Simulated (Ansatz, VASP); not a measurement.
# Al: VASP beside Ansatz

Contents of INCAR:

```
SYSTEM = Al
PREC     = Accurate       ! precision mode
ENCUT    = 520            ! plane-wave cutoff, eV
EDIFF    = 1E-7           ! SCF threshold, eV
ISMEAR   = -1             ! smearing method
SIGMA    = 0.05           ! smearing width, eV
LREAL    = .False.        ! projectors in reciprocal space
LASPH    = .True.         ! aspherical terms in the spheres
NELM     = 100            ! most SCF steps
ALGO     = Fast           ! electronic algorithm
ISIF     = 2              ! what is computed and relaxed
LWAVE    = .False.        ! write WAVECAR
LCHARG   = .False.        ! write CHGCAR
GGA      = PE             ! functional
NBANDS   = 10             ! bands
```

The input KPOINTS:

```
regular mesh
0
Gamma
  7 7 10
  0 0 0
```

POSCAR

```
Al
1.0
    4.5467300000      0.0000000000      0.0000000000
   -2.2733700000      3.9375800000      0.0000000000
    0.0000000000      0.0000000000      2.7539300000
Al
2
Direct
    0.3333300000      0.6666700000      0.5000000000
    0.6666700000      0.3333300000      0.5000000000
```

Contents of input.yaml:

```yaml
crystal:
  lattice:
    - [4.54673, 0.0, 0.0]
    - [-2.27337, 3.93758, 0.0]
    - [0.0, 0.0, 2.75393]
  atoms:
    - { symbol: Al, position: [0.33333, 0.66667, 0.5] }
    - { symbol: Al, position: [0.66667, 0.33333, 0.5] }
hamiltonian:
  xc: pbe
  pseudopotentials: { kind: paw }
kpoints:
  mp_grid: { grid: [7, 7, 10] }
scf:
  occupations: { method: fermi_dirac, width: 0.05 }
output:
  forces: true
  stress: true
  eigenvalues: true
```

The cell was built by a generator and needn't be a form met in nature.

Alike in both runs: task single point; functional PBE; k mesh 7 × 7 × 10; occupations fermi-dirac, width 0.05 eV; no spin polarisation.

|  | VASP | Ansatz |
| --- | --- | --- |
| version | VASP 6.6.1 | Ansatz 0.2.0 |
| potentials or method | VASP PAW PBE potentials, release 64 (Al) | Ansatz PAW |
| plane-wave cutoff (eV) | 520 | 420 |
| valence electrons in the cell | 6 | 6 |

|  | VASP | Ansatz | Ansatz less VASP |
| --- | --- | --- | --- |
| gap on the k mesh at the Fermi level (eV) | none | none | - |
| pressure (GPa) | -0.1 | -0.1 | +0.02 |
| largest component of the traceless stress (GPa) | 0.46 | 0.47 | +0.010 |

A gap of «none» marks a metal or a gap that the smearing closes.
